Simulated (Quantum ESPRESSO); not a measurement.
## Si under changes of volume

One of the cells (14.950 Å³/atom); the others are scaled copies at fixed shape and fractional positions:

```
CELL_PARAMETERS angstrom
-2.37137 2.37137 1.32927
2.37137 -2.37137 1.32927
2.37137 2.37137 -1.32927
ATOMIC_POSITIONS crystal
Si 0.50000 0.50000 0.00000
Si 0.25000 0.75000 0.50000
```

This isn't the form of Si at room conditions, which is diamond.

- Program: Quantum ESPRESSO 7.5
- Functional: PBE
- Potentials or basis: SSSP 1.3 efficiency PBE
- Cutoff: 748 eV
- Density cutoff: 5987 eV
- k mesh: 11 × 11 × 11
- Occupations: fermi-dirac, width 0.05 eV
- Spin: no spin polarisation

```tsv
volume (Å³/atom)	energy over the lowest point (meV/atom)	pressure (GPa)
14.053	44.63	11.9
14.352	25.54	8.7
14.651	12.11	5.8
14.950	3.78	3.2
15.249	0.00	0.9
15.548	0.30	-1.2
15.847	?	?
```

What does the run at 15.847 Å³/atom give?

Energy over the lowest point 4.24 meV/atom; pressure -3.0 GPa.

Worked out: A Birch-Murnaghan fit of order 3 (a polynomial in V^(-2/3)) to the other rows has its minimum at 15.37 Å³/atom with B0 = V·E''(V) = 107 GPa and B' = 4.6 at fixed shape and positions, which overstates the stiffness. It gives 4.27 meV/atom at 15.847 Å³/atom, against the run's 4.24, and -dE/dV = -3.0 GPa, against -3.0.

Energies are extrapolated to zero smearing.
